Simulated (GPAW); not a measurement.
The system is Te.

```
CELL_PARAMETERS angstrom
4.45400 0.00000 0.00000
-2.22700 3.85728 0.00000
0.00000 0.00000 5.92400
ATOMIC_POSITIONS crystal
Te 0.73100 0.73100 0.00000
Te 0.00000 0.26900 0.66667
Te 0.26900 0.00000 0.33333
```

| Property | Result |
| --- | --- |
| Program | GPAW 26.7.0 |
| Task | relaxation of cell and atoms |
| Functional | PBE |
| Dispersion | D3(BJ) |
| Potentials or basis | GPAW PAW data sets (gpaw-data 1.2.1) |
| Cutoff | 600 eV |
| Basis | pw |
| k mesh | 5 × 5 × 3 |
| Occupations | fermi-dirac, width 0.05 eV |
| Spin | no spin polarisation |

At the start: pressure -1.1 GPa; volume 33.93 Å³/atom.

Q: Where does the relaxation end?

A: Over 22 steps the energy falls by 12.1 meV/atom and the volume is 31.98 Å³/atom (-5.7 %); space group P3_121 (No. 152, to 0.05 Å).

The path:
```
step  energy change (eV)  largest force (eV/Å)  pressure (GPa)  volume (Å³)
   1              0.0000                0.1272           -1.06       101.78
   2             -0.0020                0.1310           -0.99       101.55
   3             -0.0055                0.1373           -0.85       101.11
   4             -0.0102                0.1436           -0.67       100.49
   5             -0.0153                0.1464           -0.45        99.75
   6             -0.0203                0.1417           -0.23        98.95
   7             -0.0249                0.1265           -0.04        98.16
   8             -0.0289                0.0998            0.08        97.44
   9             -0.0322                0.0590            0.14        96.76
  10             -0.0343                0.0073            0.11        96.19
  11             -0.0344                0.0456            0.02        95.74
  12             -0.0345                0.0452            0.02        95.74
  13             -0.0346                0.0437            0.02        95.74
  14             -0.0347                0.0417            0.02        95.75
  15             -0.0348                0.0390            0.03        95.75
  16             -0.0350                0.0354            0.03        95.76
  17             -0.0352                0.0315            0.03        95.77
  18             -0.0354                0.0271            0.03        95.79
  19             -0.0356                0.0217            0.04        95.81
  20             -0.0358                0.0161            0.03        95.84
  21             -0.0360                0.0091            0.03        95.89
  22             -0.0362                0.0020            0.01        95.94
```

Final structure:
```
CELL_PARAMETERS angstrom
4.32331 0.00001 0.00000
-2.16165 3.74410 0.00000
0.00001 0.00000 5.92701
ATOMIC_POSITIONS crystal
Te 0.71550 0.71550 0.00000
Te 0.00000 0.28450 0.66667
Te 0.28450 0.00000 0.33333
```

Caveat: later steps reuse the first step's grids.
